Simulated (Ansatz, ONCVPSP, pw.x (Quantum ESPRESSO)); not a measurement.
**From atom to crystal: ONCV potential for Zr (Z = 40)**

* Element: Zr (Z = 40)
* Generator: ONCVPSP 4.0.1.1 (patched build)
* Type: optimised norm-conserving Vanderbilt (ONCV)
* Functional: LDA (Perdew-Wang 92)
* Relativity: scalar-relativistic
* Frozen core: [Ar] 3d10
* Valence charge: 12
* Reference configuration: 4s2 4p6 4d2 5s2
* Partial waves: 4s+5s: rc 1.85 bohr, ncon 4, nbas 7, qcut 6.5 1/bohr, 2 projectors; 4p: rc 2.05 bohr, ncon 4, nbas 7, qcut 5.6 1/bohr, 2 projectors, debl 3.4 Ha; 4d: rc 2.50 bohr, ncon 5, nbas 9, qcut 5.5 1/bohr, 2 projectors, debl 3.7 Ha
* Local potential: polynomial inside 1.70 bohr (lpopt 5, dvloc0 0 Ha)
* Core correction: none

Crystal test: fcc Zr in pw.x 7.5, no spin, 13³ k-points, Fermi–Dirac smearing 0.01 Ry, cutoffs 45/180 Ry. The reference is all-electron LAPW (Ansatz 0.2.0) with the same functional, mesh and smearing; V0 and B0 come from Birch–Murnaghan fits to the pressures at five volumes. Errors are pseudo minus all-electron; Δ is the rms difference of the E(V) curves that follow from these fits, minima aligned, over ±6 % about the mean V0. Mesh and smearing are coarse, so the numbers serve the comparison and aren't converged zero-temperature values; the lattice is a test structure that the element need not adopt.

All-electron: a0 = 4.424 Å (V0 = 21.64 Å³/atom), B0 = 99.5 GPa.

Question: How far does the potential miss the all-electron equation of state?

Answer: mean pressure error (GPa): -0.34; a0 (Å): 4.419; a0 error (%): -0.11; B0 error (%): -0.0; Δ (meV/atom): 1.6.

```csv
V (Å³/atom),P all-electron (GPa),P pseudo (GPa)
20.529,5.71,5.31
21.069,2.78,2.41
21.609,0.14,-0.19
22.149,-2.23,-2.54
22.689,-4.36,-4.65
```

Question: At the middle volume, how do free energy and pressure move when the wave cutoff is lowered (ecutrho kept at four times it)?

Answer:

```csv
cutoff (Ry),shift of F (meV/atom),shift of P (GPa)
20,+1574.9,-42.34
27,+211.6,-8.26
36,+9.9,-0.51
```

The run at the middle volume (84 k-points, 6 iterations) took about 12 s on one core of a shared host (Neoverse-N1, 64 threads, 124 GiB, load 59).
